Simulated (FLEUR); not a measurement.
# Mg (Fm-3m) in FLEUR: further runs

The runs below take Mg through equation of state, with PBE.

All numbers are computed with FLEUR MaX-R8.1 (later development tree); they aren't measurements. Logs are shortened: lines on timing, memory, paths and dates and some standing lists are left out, and cuts for length are marked.

### Step 1. Starting point

The structure is cubic, space group Fm-3m (No. 225). The conventional cell has a = 4.489 Å, b = 4.489 Å, c = 4.489 Å, α = 90.00°, β = 90.00°, γ = 90.00°. Mg (site symmetry m-3m) is surrounded by 12 Mg at 3.17 Å.

This isn't the form of Mg at room conditions, which is hcp.

### Step 2. Equation of state, PBE, 21.25 Å³/atom (volume scaled by 0.94)

Input file inp.xml:

```xml
<?xml version="1.0" encoding="UTF-8" standalone="no"?>
<fleurInput fleurInputVersion="0.39">
   <comment>
      Mg                                                                                                  
   </comment>
   <calculationSetup>
      <cutoffs Kmax="3.8" Gmax="11.8" GmaxXC="11.8" numbands="0"/>
      <scfLoop itmax="60" minDistance="0.00001" maxIterBroyd="15" imix="Anderson" alpha="0.05" precondParam="0.0" spinf="2.0" sdNocoIR="T"/>
      <coreElectrons ctail="T" frcor="F" kcrel="0" coretail_lmax="0"/>
      <xcFunctional name="pbe" relativisticCorrections="F"/>
      <magnetism jspins="1"/>
      <soc l_soc="F" theta="0.0" phi="0.0" spav="F"/>
      <expertModes spex="0" secvar="F"/>
      <geometryOptimization l_f="F" forcealpha="1.0" forcemix="BFGS" epsdisp="0.0005" epsforce="0.0002"/>
      <ldaU l_linMix="F" mixParam="0.05" spinf="1.0"/>
   </calculationSetup>
   <cell>
      <bzIntegration valenceElectrons="10.0" mode="hist" fermiSmearingEnergy="0.00183747">
         <kPointListSelection listName="default-1"/>
         <!-- k-points included here -->
         <xi:include xmlns:xi="http://www.w3.org/2001/XInclude" href="kpts.xml"> </xi:include>
      </bzIntegration>
      <!-- symmetry operations included here -->
      <xi:include xmlns:xi="http://www.w3.org/2001/XInclude" href="sym.xml"> </xi:include>
      <bulkLattice scale="0.9795861087">
         <bravaisMatrix>
            <row-1>    0.0000000000000000     4.2410291934902977     4.2410291934902977</row-1>
            <row-2>    4.2410291934902977     0.0000000000000000     4.2410291934902977</row-2>
            <row-3>    4.2410291934902977     4.2410291934902977     0.0000000000000000</row-3>
         </bravaisMatrix>
      </bulkLattice>
   </cell>
   <atomSpecies>
      <species name="Magnesium (Mg)" element="Mg" atomicNumber="12">
         <mtSphere radius="2.66" gridPoints="879" logIncrement="0.013"/>
         <atomicCutoffs lmax="11" lnonsphr="8"/>
         <electronConfig flipSpins="F">
            <coreConfig>(1s1/2)</coreConfig>
            <valenceConfig>(2s1/2) (2p1/2) (2p3/2) (3s1/2)</valenceConfig>
         </electronConfig>
         <energyParameters s="3" p="2" d="3" f="4"/>
         <lo type="SCLO" l="0" n="2" eDeriv="0"/>
         <lo type="HELO" l="1" n="3" eDeriv="0"/>
         <lo type="HELO" l="1" n="3" eDeriv="1"/>
         <lo type="SCLO" l="2" n="3" eDeriv="2"/>
         <lo type="SCLO" l="3" n="4" eDeriv="2"/>
      </species>
   </atomSpecies>
   <atomGroups>
      <atomGroup species="Magnesium (Mg)">
         <relPos label="                   1">.0000000000 .0000000000 .0000000000</relPos>
         <force calculate="T" relaxXYZ="TTT"/>
      </atomGroup>
   </atomGroups>
   <output dos="F" band="F" slice="F">
      <checks vchk="F" cdinf="F"/>
      <bandDOS minEnergy="-.5*Htr" maxEnergy="0.5*Htr" sigma="0.015" storeEVData="T"/>
      <vacuumDOS vacdos="F" integ="F" star="F" nstars="0" locx1="0.0" locy1="0.0" locx2="0.0" locy2="0.0" nstm="0" tworkf="0.0"/>
      <unfoldingBand unfoldBand="F" supercellX="1" supercellY="1" supercellZ="1"/>
      <plotting iplot="0" polar="F">
         <plot TwoD="T" vec1="  1.0  0.0  0.0" vec2="  0.0  1.0  0.0" vec3="  0.0  0.0  1.0" zero="  0.0  0.0  0.0" file="plot"/>
      </plotting>
      <chargeDensitySlicing numkpt="0" minEigenval="0.0" maxEigenval="0.0" nnne="0" pallst="F"/>
      <specialOutput eonly="F"/>
      <moessbauerParams electricFieldGradient="T" isomerShift="T" coreHyperfine="T" valenceHyperfine="T"/>
      <magneticCircularDichroism mcd="F" energyLo="-10.0" energyUp="0.0"/>
   </output>
  <!-- We include the file relax.xml here to enable relaxations (see documentation) -->
  <xi:include xmlns:xi="http://www.w3.org/2001/XInclude" href="relax.xml"> <xi:fallback/> </xi:include>
</fleurInput>
```

Potentials or basis: all-electron, FLAPW.

On the command line:

```sh
> inpgen -f crystal.txt -profile fastHighL
> # inp.xml edited to the form shown
> fleur_MPI
```

Standard output:

```text
Welcome to FLEUR        (www.flapw.de)
      MaX-Release 8.1          (www.max-centre.eu)

 ========== k-point set info ==========
 Selected k-point list: default-1
 k-point list type: mesh
 10 x 10 x 10
 Number of k points: 47

 ------------Calculation Setup---------------------------
 Number of MPI-tasks      :            1
 Number of PE/node        :            1
 Number of OMP-threads    :            1
 Most efficient MPI parallelization for:
           1          47
 Additional eigenvalue parallelization possible
 Number of basis functions:          175
 Approximate size of matrices (H+S) per k-point:         0.000 GB
 --------------------------------------------------------
 Iteration:     1   Distance:       2.61933497 me/bohr^3
 Iteration:     2   Distance:       2.48820082 me/bohr^3
 Iteration:     3   Distance:       0.52907487 me/bohr^3
 Iteration:     4   Distance:       0.14369717 me/bohr^3
 Iteration:     5   Distance:       0.06833819 me/bohr^3
 Iteration:     6   Distance:       0.00553750 me/bohr^3
 Iteration:     7   Distance:       0.00715546 me/bohr^3
 Iteration:     8   Distance:       0.00012060 me/bohr^3
 Iteration:     9   Distance:       0.00007855 me/bohr^3
 Iteration:    10   Distance:       0.00000686 me/bohr^3

 ********************************************************************
 Run finished successfully
 Stop message:
   all done
 ********************************************************************
```

out.xml (last iteration):

```text
<iteration numberForCurrentRun="   10" overallNumber="   10">
         <energyParameters units="Htr">
            <atomicEP atomType="1" spin="1" branch="3s" branchLowest="-2.64" branchHighest="0.94" value="0.0652317984"/>
            <atomicEP atomType="1" spin="1" branch="2p" branchLowest="-9.99" branchHighest="-1.42" value="-1.4167275149"/>
            <atomicEP atomType="1" spin="1" branch="3d" branchLowest="-9.99" branchHighest="1.58" value="0.3597248221"/>
            <atomicEP atomType="1" spin="1" branch="4f" branchLowest="-9.99" branchHighest="2.92" value="0.5260935268"/>
            <loAtomicEP atomType="1" spin="1" branch="2s" branchLowest="-45.99" branchHighest="-2.64" value="-2.6418786268"/>
            <heloAtomicEP atomType="1" spin="1" branch="3p" branchLowest="0.83" branchHighest="0.83" value="0.8321493596"/>
            <heloAtomicEP atomType="1" spin="1" branch="3p" branchLowest="0.83" branchHighest="0.83" value="0.8321493596"/>
            <loAtomicEP atomType="1" spin="1" branch="3d" branchLowest="-9.99" branchHighest="1.58" value="0.3597250379"/>
            <loAtomicEP atomType="1" spin="1" branch="4f" branchLowest="-9.99" branchHighest="2.92" value="0.5260965019"/>
         </energyParameters>
         <eigenvalues>
            <eigenvaluesAt spin="1" ikpt="1" k_x="0.00000000" k_y="0.00000000" k_z="0.00000000">
                      -2.6420342165       -1.4195638822       -1.4195638822       -1.4195638822       -0.1200495123
                       0.6187004219        0.6187004219        0.6187004219        0.7054064985
            </eigenvaluesAt>
            <eigenvaluesAt spin="1" ikpt="2" k_x="0.00000000" k_y="0.00000000" k_z="0.10000000">
                      -2.6420194484       -1.4197155321       -1.4195858873       -1.4195858873       -0.1114209332
                       0.5202457100        0.6042945292        0.6042945292        0.6949113209
            </eigenvaluesAt>
            <eigenvaluesAt spin="1" ikpt="3" k_x="0.00000000" k_y="0.00000000" k_z="0.20000000">
                      -2.6419808131       -1.4201128489       -1.4196434726       -1.4196434726       -0.0856897074
                       0.3958778602        0.5843852381        0.5843852381        0.6753083567
            </eigenvaluesAt>
            <eigenvaluesAt spin="1" ikpt="4" k_x="0.00000000" k_y="0.00000000" k_z="0.30000000">
                      -2.6419329548       -1.4206036602       -1.4197147836       -1.4197147836       -0.0433013007
                       0.2809178843        0.5734204147        0.5734204147        0.6625692062
            </eigenvaluesAt>
         </eigenvalues>
         <bandgap value="0.1141001240" units="eV"/>
         <sumValenceSingleParticleEnergies value="-13.7215842904" units="Htr"/>
         <FermiEnergy value="0.1495112448" units="Htr"/>
         <valenceDensity>
            <mtCharges spin="1">
               <mtCharge atomType="1" total="9.0401993" s="2.5292644" p="6.4429289" d="0.0641465" f="0.0036343"/>
            </mtCharges>
            <spinDependentCharge spin="1" total="10.0000000" interstitial="0.9598007" mtSpheres="9.0401993"/>
            <totalCharge value="10.0000000000"/>
         </valenceDensity>
         <coreStates atomType="     1" atomicNumber=" 12" spin="1" kinEnergy="    135.0373924755" eigValSum="    -91.9832212943" lostElectrons=" 0.000000">
            <state n="1" l="0" j="0.5" energy="-45.9916106472" weight="1.0000000000"/>
         </coreStates>
         <allElectronCharges>
            <spinDependentCharge spin="1" total="12.0000000" interstitial="0.9598007" mtSpheres="11.0401993"/>
            <totalCharge value="12.0000000001"/>
         </allElectronCharges>
         <moessbauerParams unitsHFF="kG" unitsIS="e/bohr^3" unitsEFG="Htr/bohr^2">
            <coreIsomerShift atomType="1" isTotal="1089.18987">
               <shell n="1" l="0" isomerShift="1089.18987"/>
            </coreIsomerShift>
            <isomerShift atomType="1" nucleusRadius="0.0000684" averageDensity="1161.07386"/>
            <electricFieldGradient atomType="1" VXX="0.00000" VYY="0.00000" VZZ="0.00000" asymParam="0.00000">
            </electricFieldGradient>
         </moessbauerParams>
         <totalEnergy                                    value="     -200.3336539608" units="Htr">
            <sumOfEigenvalues                            value="     -105.7048055847">
               <coreElectrons value="-91.9832212943"/>
               <valenceElectrons value="-13.7215842904"/>
            </sumOfEigenvalues>
            <densityCoulombPotentialIntegral value="-285.1056536348"/>
            <densityEffectivePotentialIntegral value="-306.3380069583"/>
            <chargeDenXCDenIntegral value="-16.4605269143"/>
            <FockExchangeEnergyValence value="0.0000000000"/>
            <FockExchangeEnergyCore value="0.0000000000"/>
            <atomTypeDependentContributions atomType="1">
               <electronNucleiInteractionDifferentMTs value="238.8956541394"/>
               <MadelungTerm value="-3.0578474632"/>
            </atomTypeDependentContributions>
            <tkbTimesEntropy value="0.0001457315"/>
            <freeEnergy value="-200.3337996923"/>
            <extrapolationTo0K value="-200.3337268265"/>
         </totalEnergy>
         <densityConvergence units="me/bohr^3">
            <chargeDensity spin="1" distance="0.0000068625"/>
         </densityConvergence>
      </iteration>
```

Run time: 7.1 s. Hardware: 1 thread of Intel Xeon Platinum 8488C (Sapphire Rapids), shared host; peak memory 0.07 GiB.

Results:

```yaml
Free_energy: -5451.3604 eV
Band_gap_on_the_k_mesh: none (metal or under the smearing width)
Valence_electrons_inside_the_program's_atomic_spheres: Mg 9.04 (radii Mg 2.66 bohr)
```

### Step 3. Equation of state, PBE, 21.70 Å³/atom (volume scaled by 0.96)

Edit inp.xml of step 2 so:

```diff
@@ -24,3 +24,3 @@
       <xi:include xmlns:xi="http://www.w3.org/2001/XInclude" href="sym.xml"> </xi:include>
-      <bulkLattice scale="0.9795861087">
+      <bulkLattice scale="0.9864848297">
          <bravaisMatrix>
```

Potentials or basis: all-electron, FLAPW.

On the command line:

```sh
> inpgen -f crystal.txt -profile fastHighL
> # inp.xml edited to the form shown
> fleur_MPI
```

Wall time 7.2 s (1 thread of Intel Xeon Platinum 8488C (Sapphire Rapids), shared host); peak memory 0.07 GiB.

The run converged. Its results:

| Item | Value |
| --- | --- |
| Free energy | -5451.3688 eV |
| Band gap on the k mesh | none (metal or under the smearing width) |
| Valence electrons inside the program's atomic spheres | Mg 9.02 (radii Mg 2.66 bohr) |

### Step 4. Equation of state, PBE, 22.16 Å³/atom (volume scaled by 0.98)

Edit inp.xml of step 3 so:

```diff
@@ -24,3 +24,3 @@
       <xi:include xmlns:xi="http://www.w3.org/2001/XInclude" href="sym.xml"> </xi:include>
-      <bulkLattice scale="0.9864848297">
+      <bulkLattice scale="0.9932883884">
          <bravaisMatrix>
```

On the command line:

```sh
> inpgen -f crystal.txt -profile fastHighL
> # inp.xml edited to the form shown
> fleur_MPI
```

Run time: 7.1 s. Hardware: 1 thread of Intel Xeon Platinum 8488C (Sapphire Rapids), shared host; peak memory 0.07 GiB.

It converged, with:

- Free energy: -5451.3746 eV
- Band gap on the k mesh: none (metal or under the smearing width)
- Valence electrons inside the program's atomic spheres: Mg 9.00 (radii Mg 2.66 bohr)

### Step 5. Equation of state, PBE, 22.61 Å³/atom

Edit inp.xml of step 4 so:

```diff
@@ -24,3 +24,3 @@
       <xi:include xmlns:xi="http://www.w3.org/2001/XInclude" href="sym.xml"> </xi:include>
-      <bulkLattice scale="0.9932883884">
+      <bulkLattice scale="1.0000000000">
          <bravaisMatrix>
```

On the command line:

```sh
> inpgen -f crystal.txt -profile fastHighL
> # inp.xml edited to the form shown
> fleur_MPI
```

It took 7.4 s on 1 thread of Intel Xeon Platinum 8488C (Sapphire Rapids), shared host; peak memory 0.07 GiB.

The run converged. Its results:

| Property | Result |
| --- | --- |
| Free energy | -5451.3780 eV |
| Band gap on the k mesh | none (metal or under the smearing width) |
| Valence electrons inside the program's atomic spheres | Mg 8.98 (radii Mg 2.66 bohr) |

### Step 6. Equation of state, PBE, 23.06 Å³/atom (volume scaled by 1.02)

Edit inp.xml of step 5 so:

```diff
@@ -24,3 +24,3 @@
       <xi:include xmlns:xi="http://www.w3.org/2001/XInclude" href="sym.xml"> </xi:include>
-      <bulkLattice scale="1.0000000000">
+      <bulkLattice scale="1.0066227096">
          <bravaisMatrix>
```

Potentials or basis: all-electron, FLAPW.

On the command line:

```sh
> inpgen -f crystal.txt -profile fastHighL
> # inp.xml edited to the form shown
> fleur_MPI
```

It took 7.4 s on 1 thread of Intel Xeon Platinum 8488C (Sapphire Rapids), shared host; peak memory 0.07 GiB.

Results (log left out):

```yaml
Free_energy: -5451.3792 eV
Band_gap_on_the_k_mesh: none (metal or under the smearing width)
Valence_electrons_inside_the_program's_atomic_spheres: Mg 8.97 (radii Mg 2.66 bohr)
```

### Step 7. Equation of state, PBE, 23.51 Å³/atom (volume scaled by 1.04)

Edit inp.xml of step 6 so:

```diff
@@ -24,3 +24,3 @@
       <xi:include xmlns:xi="http://www.w3.org/2001/XInclude" href="sym.xml"> </xi:include>
-      <bulkLattice scale="1.0066227096">
+      <bulkLattice scale="1.0131594038">
          <bravaisMatrix>
```

On the command line:

```sh
> inpgen -f crystal.txt -profile fastHighL
> # inp.xml edited to the form shown
> fleur_MPI
```

It took 7.6 s on 1 thread of Intel Xeon Platinum 8488C (Sapphire Rapids), shared host; peak memory 0.07 GiB.

It converged, with:

| Item | Value |
| --- | --- |
| Free energy | -5451.3783 eV |
| Band gap on the k mesh | none (metal or under the smearing width) |
| Valence electrons inside the program's atomic spheres | Mg 8.95 (radii Mg 2.66 bohr) |

### Step 8. Equation of state, PBE, 23.96 Å³/atom (volume scaled by 1.06)

Edit inp.xml of step 7 so:

```diff
@@ -24,3 +24,3 @@
       <xi:include xmlns:xi="http://www.w3.org/2001/XInclude" href="sym.xml"> </xi:include>
-      <bulkLattice scale="1.0131594038">
+      <bulkLattice scale="1.0196128224">
          <bravaisMatrix>
```

On the command line:

```sh
> inpgen -f crystal.txt -profile fastHighL
> # inp.xml edited to the form shown
> fleur_MPI
```

Run time: 7.7 s. Hardware: 1 thread of Intel Xeon Platinum 8488C (Sapphire Rapids), shared host; peak memory 0.07 GiB.

Results (log left out):

```
Free energy                                           : -5451.3757 eV
Band gap on the k mesh                                : none (metal or under the smearing width)
Valence electrons inside the program's atomic spheres : Mg 8.93 (radii Mg 2.66 bohr)
```

### Step 9. Equation of state, PBE

Potentials or basis: all-electron, FLAPW.

This step only gathers the single runs of the series.

Results:

| Item | Value |
| --- | --- |
| Equilibrium volume | 23.09 Å³/atom |
| Bulk modulus | 36 GPa |
| Pressure derivative of the bulk modulus | 3.9 |

Energy against volume, from the lowest point:
```tsv
volume (Å³/atom)	energy (meV/atom)
21.251	18.76
21.703	10.32
22.155	4.54
22.607	1.18
23.059	0.00
23.512	0.81
23.964	3.42
```
